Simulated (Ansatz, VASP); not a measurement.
# One calculation of Cu, two programs

```xyz
3
Lattice="4.0053 0.0000 0.0000 -2.0027 3.4687 0.0000 0.0000 0.0000 2.4829" Properties=species:S:1:pos:R:3 pbc="T T T"
Cu    1.3351    0.0000    0.8276
Cu   -0.6676    1.1562    1.6552
Cu    1.3351    2.3125    0.0000
```

Alike in both runs: functional r2SCAN; k mesh 6 × 6 × 6; occupations gaussian, width 0.1 eV; no spin polarisation.

Ansatz relaxed the structure, and its values are those at the end. VASP's run is a single point on that final structure, the one shown.

```csv
,VASP,Ansatz
version,VASP 6.6.1,Ansatz 0.2.0
potentials or method,"VASP PAW PBE potentials, release 64 (Cu)","scalar-relativistic, plane waves, PAW"
plane-wave cutoff (eV),520,500
valence electrons in the cell,33,57
```

```csv
,VASP,Ansatz,Ansatz less VASP
gap on the k mesh at the Fermi level (eV),none,none,-
pressure (GPa),0.7,0.0,-0.69
```

A gap of «none» marks a metal or a gap that the smearing closes. The two sets of potentials don't hold the same shells in valence.

Caveats: the k mesh is coarse (spacing up to 0.42 Å⁻¹), so the values aren't converged; the PAW data sets were made with another functional, which shifts forces and pressure a little (VASP).
